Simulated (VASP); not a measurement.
All values below come from rev-vdW-DF2, VASP's PBE PAW potentials (set 64) (plane waves; VASP).

VASP ran on this input.

**KPOINTS**
```
Automatic mesh
0
Gamma
6 6 6
0 0 0
```

**INCAR**
```
SIGMA=0.05   # width (eV)
ZAB_VDW=-1.8867
ENCUT=520   # plane-wave cut-off (eV)
LASPH=.True.   # aspherical one-centre terms
PARAM1=0.1234568
LCHARG=.False.
PARAM2=0.7114
PREC=Accurate
GGA=MK
ISMEAR=0   # Gaussian
ALGO=Normal   # blocked Davidson
LWAVE=.False.
NELM=100
SYSTEM=CsBr
ISIF=2   # forces and stress, cell fixed
LMAXMIX=4   # l cut-off of mixed one-centre charges
EDIFF=1E-7
AGGAC=0.0
LUSE_VDW=.True.
LREAL=.False.
```

### POSCAR
```
CsBr
1
    4.1871051537     0.0000000000     0.0000000000
    0.0000000000     4.1871051537     0.0000000000
    0.0000000000     0.0000000000     4.1871051537
Cs Br
1 1
Direct
  0.0000000000   0.0000000000   0.0000000000
  0.5000000000   0.5000000000   0.5000000000
```

POTCAR, in this order: Cs_sv Br (PBE.64 set). Program: vasp_std.

What VASP printed:

### OSZICAR
```
       N       E                     dE             d eps       ncg     rms          rms(c)
DAV:   1     0.101918862344E+03    0.10192E+03   -0.67551E+03   480   0.114E+03
DAV:   2     0.412379601925E+01   -0.97795E+02   -0.92236E+02   784   0.182E+02
DAV:   3    -0.228984495105E+01   -0.64136E+01   -0.63953E+01   600   0.543E+01
DAV:   4    -0.234952368927E+01   -0.59679E-01   -0.59652E-01   536   0.624E+00
DAV:   5    -0.235001586991E+01   -0.49218E-03   -0.49205E-03   608   0.556E-01    0.178E+00
DAV:   6    -0.212820316326E+01    0.22181E+00   -0.34197E-01   520   0.316E+00    0.102E+00
DAV:   7    -0.209132924988E+01    0.36874E-01   -0.16766E-01   612   0.224E+00    0.534E-01
DAV:   8    -0.209150550163E+01   -0.17625E-03   -0.93930E-03   536   0.715E-01    0.869E-02
DAV:   9    -0.209150003599E+01    0.54656E-05   -0.12364E-03   596   0.239E-01    0.653E-02
DAV:  10    -0.209155587320E+01   -0.55837E-04   -0.93534E-05   536   0.827E-02    0.141E-02
DAV:  11    -0.209156044711E+01   -0.45739E-05   -0.14376E-05   572   0.296E-02    0.286E-03
DAV:  12    -0.209156048897E+01   -0.41862E-07   -0.12735E-06   548   0.859E-03    0.493E-04
DAV:  13    -0.209156053298E+01   -0.44004E-07   -0.45042E-08   392   0.160E-03
   1 F= -.20915605E+01 E0= -.20915605E+01  d E =-.283673E-12
```

### OUTCAR
```
------------------------ aborting loop because EDIFF is reached ----------------------------------------
  FORCE on cell =-STRESS in cart. coord.  units (eV):
  Direction    XX          YY          ZZ          XY          YZ          ZX
  --------------------------------------------------------------------------------------
  Total        0.5597319      0.5597319      0.5597319     -0.0000000     -0.0000000      0.0000000
  in kB       12.2165639     12.2165639     12.2165639     -0.0000000     -0.0000000      0.0000000
  external PRESSURE =      12.2165639 kB  Pullay stress =       0.0000000 kB
  volume of cell :       73.41
      direct lattice vectors                 reciprocal lattice vectors
     4.187105154  0.000000000  0.000000000     0.238828490  0.000000000  0.000000000
     0.000000000  4.187105154  0.000000000     0.000000000  0.238828490  0.000000000
     0.000000000  0.000000000  4.187105154     0.000000000  0.000000000  0.238828490
 POSITION                                       TOTAL-FORCE (eV/Angst)
 -----------------------------------------------------------------------------------
      0.00000      0.00000      0.00000         0.000000      0.000000      0.000000
      2.09355      2.09355      2.09355         0.000000      0.000000      0.000000
 -----------------------------------------------------------------------------------
    total drift:                                0.000000      0.000000     -0.000000
  FREE ENERGIE OF THE ION-ELECTRON SYSTEM (eV)
  ---------------------------------------------------
  free  energy   TOTEN  =        -2.0915605330 eV

  energy  without entropy=       -2.0915605330  energy(sigma->0) =       -2.09156053
```
(Selected blocks of OUTCAR.)

The compound is CsBr in the CsCl type structure. This cell is one point of a volume scan, at 0.94 of the reference volume.
